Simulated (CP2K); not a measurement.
# GaN (Fm-3m) in CP2K: notebook

One crystal, GaN, is run at these levels: PBE, LDA, PBEsol, r2SCAN, TB-mBJ; tasks: band structure.

Program: CP2K 2026.2. These are calculated values, not measurements. Logs are shortened: lines on timing, memory, paths and dates and some standing lists are left out, and cuts for length are marked.

### 1 The crystal as given

It takes space group Fm-3m (No. 225, cubic). The conventional cell has a = 4.270 Å, b = 4.270 Å, c = 4.270 Å, α = 90.00°, β = 90.00°, γ = 90.00°. Around Ga (site symmetry m-3m) lie 6 N at 2.14 Å. N (site symmetry m-3m) has 6 Ga at 2.14 Å as nearest neighbours.

Measurements of this composition are mostly on another form, of space group No. 186.

### 2 Band structure, PBE

gan_bands.inp reads:

```
&GLOBAL
  PROJECT gan_bands
  RUN_TYPE ENERGY_FORCE
  PRINT_LEVEL LOW
&END GLOBAL
&FORCE_EVAL
  METHOD QS
  STRESS_TENSOR ANALYTICAL
  &DFT
    BASIS_SET_FILE_NAME BASIS_MOLOPT_UZH
    POTENTIAL_FILE_NAME POTENTIAL_UZH
    &MGRID
      CUTOFF 450
      REL_CUTOFF 60
      NGRIDS 5
    &END MGRID
    &QS
      METHOD GPW
      EPS_DEFAULT 1.0E-10
    &END QS
    &KPOINTS
      SCHEME MONKHORST-PACK 11 11 11
      GAMMA_CENTERED T
      SYMMETRY T
      SYMMETRY_BACKEND SPGLIB
    &END KPOINTS
    &SCF
      SCF_GUESS ATOMIC
      EPS_SCF 1.0E-6
      MAX_SCF 100
      ADDED_MOS 10
      CHOLESKY OFF
      EPS_EIGVAL 1.0E-7
      &DIAGONALIZATION ON
        ALGORITHM STANDARD
      &END DIAGONALIZATION
      &MIXING ON
        METHOD BROYDEN_MIXING
        ALPHA 0.4
        BETA 1.5
        NBUFFER 8
      &END MIXING
      &SMEAR ON
        METHOD FERMI_DIRAC
        ELECTRONIC_TEMPERATURE 1160.45
      &END SMEAR
    &END SCF
    &XC
      &XC_FUNCTIONAL
        &GGA_X_PBE
        &END GGA_X_PBE
        &GGA_C_PBE
        &END GGA_C_PBE
      &END XC_FUNCTIONAL
    &END XC
    &PRINT
      &KPOINTS ON
      &END KPOINTS
      &MULLIKEN ON
      &END MULLIKEN
      &MO ON
        ENERGIES T
        OCCUPATION_NUMBERS T
        &EACH
          QS_SCF 0
        &END EACH
        ADD_LAST NUMERIC
      &END MO
      &BAND_STRUCTURE
        FILE_NAME bands.bs
        ADDED_MOS 6
        &KPOINT_SET
          UNITS B_VECTOR
          NPOINTS 6
          SPECIAL_POINT GAMMA 0.00000000 0.00000000 0.00000000
          SPECIAL_POINT X 0.50000000 0.00000000 0.50000000
          SPECIAL_POINT W 0.50000000 0.25000000 0.75000000
          SPECIAL_POINT K 0.37500000 0.37500000 0.75000000
          SPECIAL_POINT GAMMA 0.00000000 0.00000000 0.00000000
          SPECIAL_POINT L 0.50000000 0.50000000 0.50000000
          SPECIAL_POINT U 0.62500000 0.25000000 0.62500000
          SPECIAL_POINT W 0.50000000 0.25000000 0.75000000
          SPECIAL_POINT L 0.50000000 0.50000000 0.50000000
          SPECIAL_POINT K 0.37500000 0.37500000 0.75000000
        &END KPOINT_SET
        &KPOINT_SET
          UNITS B_VECTOR
          NPOINTS 6
          SPECIAL_POINT U 0.62500000 0.25000000 0.62500000
          SPECIAL_POINT X 0.50000000 0.00000000 0.50000000
        &END KPOINT_SET
      &END BAND_STRUCTURE
    &END PRINT
  &END DFT
  &SUBSYS
    &CELL
      A 3.0196782959 0.0000000000 0.0000000000
      B 1.5098391479 2.6151181155 0.0000000000
      C 1.5098391479 0.8717060385 2.4655570041
      PERIODIC XYZ
    &END CELL
    &COORD
      SCALED
      Ga  0.0000000000 0.0000000000 0.0000000000
      N   0.5000000000 0.5000000000 0.5000000000
    &END COORD
    &KIND Ga
      BASIS_SET TZVP-MOLOPT-PBE-GTH-q13
      POTENTIAL GTH-PBE-q13
    &END KIND
    &KIND N
      BASIS_SET TZVP-MOLOPT-PBE-GTH-q5
      POTENTIAL GTH-PBE-q5
    &END KIND
    &PRINT
      &ATOMIC_COORDINATES ON
      &END ATOMIC_COORDINATES
      &CELL ON
      &END CELL
    &END PRINT
  &END SUBSYS
  &PRINT
    &FORCES ON
    &END FORCES
    &STRESS_TENSOR ON
    &END STRESS_TENSOR
  &END PRINT
&END FORCE_EVAL
```

Potentials or basis: POTENTIAL_UZH Ga GTH-PBE-q13, N GTH-PBE-q5; TZVP-MOLOPT-PBE-GTH basis.

Launch:

```
$ OMP_NUM_THREADS=1 cp2k.psmp -i gan_bands.inp -o gan_bands.out
```

gan_bands.out:

```text

 CP2K| version string:                                       CP2K version 2026.2
 CP2K| Input file name                                             gan_bands.inp

 GLOBAL| Force Environment number                                              1
 GLOBAL| Basis set file name                                    BASIS_MOLOPT_UZH
 GLOBAL| Potential file name                                       POTENTIAL_UZH
 GLOBAL| MM Potential file name                                     MM_POTENTIAL
 GLOBAL| Coordinate file name                                      __STD_INPUT__
 GLOBAL| Method name                                                        CP2K
 GLOBAL| Project name                                                  gan_bands
 GLOBAL| Run type                                                   ENERGY_FORCE
 GLOBAL| FFT library                                                       FFTW3
[... 6 lines left out ...]
 GLOBAL| Total number of message passing processes                             1
 GLOBAL| Number of threads for this process                                    1
 GLOBAL| CPU model name                          AMD EPYC 7R43 64-Core Processor

 CELL| Volume [angstrom^3]:                                            19.470049
 CELL| Vector a [angstrom]:       3.020     0.000     0.000   |a| =     3.019678
 CELL| Vector b [angstrom]:       1.510     2.615     0.000   |b| =     3.019678
 CELL| Vector c [angstrom]:       1.510     0.872     2.466   |c| =     3.019678
 CELL| Angle (b,c), alpha [degree]:                                    60.000000
 CELL| Angle (a,c), beta  [degree]:                                    60.000000
 CELL| Angle (a,b), gamma [degree]:                                    60.000000
 CELL| Numerically orthorhombic:                                              NO
 CELL| Periodicity                                                           XYZ

 CELL_REF| Volume [angstrom^3]:                                        19.470049
 CELL_REF| Vector a [angstrom     3.020     0.000     0.000   |a| =     3.019678
 CELL_REF| Vector b [angstrom     1.510     2.615     0.000   |b| =     3.019678
 CELL_REF| Vector c [angstrom     1.510     0.872     2.466   |c| =     3.019678
 CELL_REF| Angle (b,c), alpha [degree]:                                60.000000
 CELL_REF| Angle (a,c), beta  [degree]:                                60.000000
 CELL_REF| Angle (a,b), gamma [degree]:                                60.000000
 CELL_REF| Numerically orthorhombic:                                          NO
 CELL_REF| Periodicity                                                       XYZ
[... 9 lines left out ...]
 TOTAL NUMBERS AND MAXIMUM NUMBERS

  Total number of            - Atomic kinds:                                   2
                             - Atoms:                                          2
                             - Shell sets:                                     2
                             - Shells:                                        17
                             - Primitive Cartesian functions:                 11
                             - Cartesian basis functions:                     58
                             - Spherical basis functions:                     51

  Maximum angular momentum of- Orbital basis functions:                        3
                             - Local part of the GTH pseudopotential:          2
                             - Non-local part of the GTH pseudopotential:      4

 MODULE QUICKSTEP: ATOMIC COORDINATES IN ANGSTROM

   Atom Kind Element         X             Y             Z       Z(eff)     Mass
      1    1 Ga   31      0.000000      0.000000      0.000000  13.0000  69.7230
      2    2 N     7      3.019678      1.743412      1.232779   5.0000  14.0067

 SCF PARAMETERS         Density guess:                                    ATOMIC
                        --------------------------------------------------------
                        max_scf:                                             100
[... 7 lines left out ...]
                        --------------------------------------------------------
                        level_shift [a.u.]:                             0.000000
                        added MOs                                        10    0
                        --------------------------------------------------------
                        Mixing method:                            BROYDEN_MIXING
                                                charge density mixing in g-space
                        --------------------------------------------------------
                        Smear method:                                FERMI_DIRAC
                        Electronic temperature [K]:                       1160.5
                        Electronic temperature [a.u.]:                  3.67E-03
                        Accuracy threshold:                             1.00E-10
                        --------------------------------------------------------
[... 18 lines left out ...]
 BRILLOUIN|     4           0.01803       -0.45455       -0.45455       -0.18182
 BRILLOUIN|     5           0.01803       -0.45455       -0.45455       -0.09091
 BRILLOUIN|     6           0.00451       -0.45455       -0.45455        0.00000
[... 32 lines left out ...]
 BRILLOUIN|    39           0.01803       -0.36364       -0.27273       -0.27273
 BRILLOUIN|    40           0.03606       -0.36364       -0.27273       -0.18182
 [... further k-points ...]
 *******************************************************************************

 Extrapolation method: initial_guess

 Number of electrons:                                                         18
 Number of occupied orbitals:                                                  9
 Number of molecular orbitals:                                                19

 Number of orbital functions:                                                 51
 Number of independent orbital functions:                                     51

 SCF WAVEFUNCTION OPTIMIZATION

  Step     Update method      Time    Convergence         Total energy    Change
  ------------------------------------------------------------------------------
     1 NoMix/Diag. 0.40E+00   14.9     1.57785463       -84.7886016152 -8.48E+01
     2 Broy./Diag. 0.40E+00   10.9     0.13103338       -83.5188005279  1.27E+00
     3 Broy./Diag. 0.40E+00   11.1     0.11448767       -84.3357661184 -8.17E-01
     4 Broy./Diag. 0.40E+00   10.8     0.02319736       -84.6038722230 -2.68E-01
     5 Broy./Diag. 0.40E+00   10.8     0.00569890       -84.5510696022  5.28E-02
     6 Broy./Diag. 0.40E+00   11.3     0.00240646       -84.5464863407  4.58E-03
     7 Broy./Diag. 0.40E+00   11.4     0.00028733       -84.5449602119  1.53E-03
     8 Broy./Diag. 0.40E+00   11.5     0.00011336       -84.5453314867 -3.71E-04
     9 Broy./Diag. 0.40E+00   11.5     0.00004256       -84.5455611989 -2.30E-04
    10 Broy./Diag. 0.40E+00   10.5     0.00002322       -84.5455099166  5.13E-05
    11 Broy./Diag. 0.40E+00   11.7     0.00000415       -84.5454859091  2.40E-05
    12 Broy./Diag. 0.40E+00   10.5     0.00000081       -84.5454832727  2.64E-06

  *** SCF run converged in    12 steps ***

  Electronic density on regular grids:        -17.9999999642        0.0000000358
  Core density on regular grids:               17.9999999988       -0.0000000012
  Total charge density on r-space grids:        0.0000000346
  Total charge density g-space grids:           0.0000000346

  Overlap energy of the core charge distribution:               0.00000000010016
  Self energy of the core charge distribution:               -122.14139270774831
  Core Hamiltonian energy:                                     36.66555799021746
  Hartree energy:                                              13.75914260779288
  Exchange-correlation energy:                                -12.82872646633313
  Electronic entropic energy:                                  -0.00006469689571
  Fermi energy:                                                 0.31857988874462

  Total energy:                                               -84.54548327273548
  Total energy (extrapolated to T->0):                        -84.54545092428762

 MO| EIGENVALUES AND OCCUPATION NUMBERS FOR K POINT 1
 MO|
 MO|  Index      Eigenvalue [a.u.]        Eigenvalue [eV]             Occupation
 MO|      1              -0.221225              -6.019828               2.000000
 MO|      2              -0.218061              -5.933739               2.000000
 MO|      3              -0.218061              -5.933736               2.000000
 MO|      4              -0.212484              -5.781985               2.000000
 MO|      5              -0.205359              -5.588100               2.000000
 MO|      6              -0.205359              -5.588095               2.000000
[... 336 lines left out ...]
 MO|     18               1.342540              36.532361               0.000000
 MO|     19               1.401400              38.134045               0.000000
 MO| Sum:                                                              18.000000
 MO| E(Fermi):            0.318580 a.u.          8.669000 eV

 [... the levels of further k-points ...]

 !-----------------------------------------------------------------------------!
                     Mulliken Population Analysis

 #  Atom  Element  Kind  Atomic population                           Net charge
       1     Ga       1         11.306293                              1.693707
       2     N        2          6.693707                             -1.693707
 # Total charge                             18.000000                  0.000000

 !-----------------------------------------------------------------------------!

 KPOINTS| Band Structure Calculation
 KPOINTS| Number of k-point sets                                               2
 KPOINTS| Number of added MOs/bands                                            6
 KPOINTS| Number of k-points in set    1                                      55
 KPOINTS| In units of b-vector [2pi/Bohr]
 KPOINTS| Special point     1       GAMMA     0.000000     0.000000     0.000000
 KPOINTS| Special point     2           X     0.500000     0.000000     0.500000
 KPOINTS| Special point     3           W     0.500000     0.250000     0.750000
 KPOINTS| Special point     4           K     0.375000     0.375000     0.750000
 KPOINTS| Special point     5       GAMMA     0.000000     0.000000     0.000000
 KPOINTS| Special point     6           L     0.500000     0.500000     0.500000
 KPOINTS| Special point     7           U     0.625000     0.250000     0.625000
 KPOINTS| Special point     8           W     0.500000     0.250000     0.750000
 KPOINTS| Special point     9           L     0.500000     0.500000     0.500000
 KPOINTS| Special point    10           K     0.375000     0.375000     0.750000
 KPOINTS| Number of k-points in set    2                                       7
 KPOINTS| In units of b-vector [2pi/Bohr]
 KPOINTS| Special point     1           U     0.625000     0.250000     0.625000
 KPOINTS| Special point     2           X     0.500000     0.000000     0.500000

 ENERGY| Total FORCE_EVAL ( QS ) energy [hartree]            -84.545482603969148

 FORCES| Atomic forces [hartree/bohr]
 FORCES|   Atom     x               y               z               |f|
 FORCES|      1 -1.45804248E-14 -1.25427244E-14 -5.61579169E-15   2.00361134E-14
 FORCES|      2  1.23482743E-14 -4.28701161E-15 -1.29860679E-14   1.84254256E-14
 FORCES| Sum    -2.23215050E-15 -1.68297360E-14 -1.86018596E-14
 FORCES| Total atomic force                                       2.51843541E-14

 STRESS| Analytical stress tensor [bar]
 STRESS|                        x                   y                   z
 STRESS|      x        2.51584737049E+04   8.69237312476E+02   6.14847892258E+02
 STRESS|      y        8.69237312476E+02   2.41620094676E+04   3.56945174472E+02
 STRESS|      z        6.14847892258E+02   3.56945174472E+02   2.39059058913E+04
 STRESS| 1/3 Trace                                             2.44087963546E+04
 STRESS| Determinant                                           1.45018841324E+13

 STRESS| Eigenvectors and eigenvalues of the analytical stress tensor [bar]
 STRESS|                        1                   2                   3
 STRESS| Eigenvalues   2.36541116945E+04   2.36584113465E+04   2.59138660227E+04
 STRESS|      x          -0.221304217685     -0.534648535593      0.815582850864
 STRESS|      y          -0.278146182787      0.836186060476      0.472681259695
 STRESS|      z           0.934697354354      0.122244900323      0.333761951260
```

It took 2.7 min on 1 thread of AMD EPYC 7R43 (Zen 3), shared host; peak memory 0.39 GiB.

What came out:

* Free energy: -2300.5996 eV
* Pressure: 2.4 GPa
* Band gap on the k mesh: 0.47 eV, indirect (least direct gap 2.37 eV)
* Band gap along the path: 0.32 eV, indirect (least direct gap 2.37 eV)
* Mulliken charges: Ga +1.69; N -1.69 e

Levels at the corners of the path, in eV from the valence-band top:
```
point  band 6  band 7  band 8  band 9  band 10  band 11  band 12  band 13
    Γ  -14.02   -0.52   -0.52   -0.52     1.85    14.85    14.85    14.85
    X  -11.12   -6.96   -2.98   -2.98     0.32     7.96    11.58    14.02
    W  -11.34   -5.22   -5.22   -4.60     4.84     9.53    10.17    10.17
    K  -11.51   -6.01   -5.67   -2.08     2.94     8.83    10.90    12.17
    Γ  -14.02   -0.52   -0.52   -0.52     1.85    14.85    14.85    14.85
    L  -13.89   -8.15   -0.17   -0.17     4.52     8.85     8.85     8.94
    U  -11.51   -6.01   -5.67   -2.08     2.94     8.83    10.90    12.17
    W  -11.34   -5.22   -5.22   -4.60     4.84     9.53    10.17    10.17
    L  -13.89   -8.15   -0.17   -0.17     4.52     8.85     8.85     8.94
    K  -11.51   -6.01   -5.67   -2.08     2.94     8.83    10.90    12.17
    U  -11.51   -6.01   -5.67   -2.08     2.94     8.83    10.90    12.17
    X  -11.12   -6.96   -2.98   -2.98     0.32     7.96    11.58    14.02
```

Caveat: Mulliken charges move with the basis; the mesh misses the band edges, which the band path finds closer together; the basis of atomic orbitals isn't converged, which shifts pressures, moduli and gaps; the real-space grid breaks the cell's symmetry a little.

### 3 Band structure, LDA

gan_bands.inp, as its differences from that of step 2:

```diff
@@ -10,3 +10,3 @@
     BASIS_SET_FILE_NAME BASIS_MOLOPT_UZH
-    POTENTIAL_FILE_NAME POTENTIAL_UZH
+    POTENTIAL_FILE_NAME GTH_POTENTIALS
     &MGRID
@@ -18,3 +18,3 @@
       METHOD GPW
-      EPS_DEFAULT 1.0E-10
+      EPS_DEFAULT 1.0E-9
     &END QS
@@ -44,3 +44,3 @@
         METHOD FERMI_DIRAC
-        ELECTRONIC_TEMPERATURE 1160.45
+        ELECTRONIC_TEMPERATURE [K] 580.226
       &END SMEAR
@@ -49,6 +49,6 @@
       &XC_FUNCTIONAL
-        &GGA_X_PBE
-        &END GGA_X_PBE
-        &GGA_C_PBE
-        &END GGA_C_PBE
+        &LDA_X
+        &END LDA_X
+        &LDA_C_PW
+        &END LDA_C_PW
       &END XC_FUNCTIONAL
@@ -73,3 +73,3 @@
           UNITS B_VECTOR
-          NPOINTS 6
+          NPOINTS 10
           SPECIAL_POINT GAMMA 0.00000000 0.00000000 0.00000000
@@ -87,3 +87,3 @@
           UNITS B_VECTOR
-          NPOINTS 6
+          NPOINTS 10
           SPECIAL_POINT U 0.62500000 0.25000000 0.62500000
@@ -108,3 +108,3 @@
       BASIS_SET TZVP-MOLOPT-PBE-GTH-q13
-      POTENTIAL GTH-PBE-q13
+      POTENTIAL GTH-PADE-q13
     &END KIND
@@ -112,3 +112,3 @@
       BASIS_SET TZVP-MOLOPT-PBE-GTH-q5
-      POTENTIAL GTH-PBE-q5
+      POTENTIAL GTH-PADE-q5
     &END KIND
```

Potentials or basis: GTH_POTENTIALS Ga GTH-PADE-q13, N GTH-PADE-q5; TZVP-MOLOPT-PBE-GTH basis.

Launch:

```
$ OMP_NUM_THREADS=1 cp2k.psmp -i gan_bands.inp -o gan_bands.out
```

Wall time 2.2 min (1 thread of AMD EPYC 7R43 (Zen 3), shared host); peak memory 0.37 GiB.

The run converged. Its results:

```
Free energy             : -2299.1834 eV
Pressure                : -10.4 GPa
Band gap on the k mesh  : 0.22 eV, indirect (least direct gap 2.40 eV)
Band gap along the path : 0.07 eV, indirect (least direct gap 2.40 eV)
Mulliken charges        : Ga +1.77; N -1.77 e
```

Levels at the corners of the path, in eV from the valence-band top:
```tsv
point	band 6	band 7	band 8	band 9	band 10	band 11	band 12	band 13
Γ	-13.96	-0.56	-0.56	-0.56	1.84	14.85	14.85	14.85
X	-10.92	-7.04	-3.04	-3.04	0.07	7.95	11.40	13.74
W	-11.13	-5.29	-5.29	-4.75	4.67	9.32	10.05	10.05
K	-11.32	-6.08	-5.79	-2.12	2.74	8.74	10.75	11.91
Γ	-13.96	-0.56	-0.56	-0.56	1.84	14.85	14.85	14.85
L	-13.83	-8.26	-0.16	-0.16	4.46	8.61	8.61	8.73
U	-11.32	-6.08	-5.79	-2.12	2.74	8.74	10.74	11.91
W	-11.13	-5.29	-5.29	-4.75	4.67	9.32	10.05	10.05
L	-13.83	-8.26	-0.16	-0.16	4.46	8.61	8.61	8.73
K	-11.32	-6.08	-5.79	-2.12	2.74	8.74	10.75	11.91
U	-11.32	-6.08	-5.79	-2.12	2.74	8.74	10.74	11.91
X	-10.92	-7.04	-3.04	-3.04	0.07	7.95	11.40	13.74
```

Caveat: Mulliken charges move with the basis; the mesh misses the band edges, which the band path finds closer together; the basis of atomic orbitals isn't converged, which shifts pressures, moduli and gaps. A hybrid or GW would open this gap; LDA tends to underestimate it.

[end of part 1 of 2]
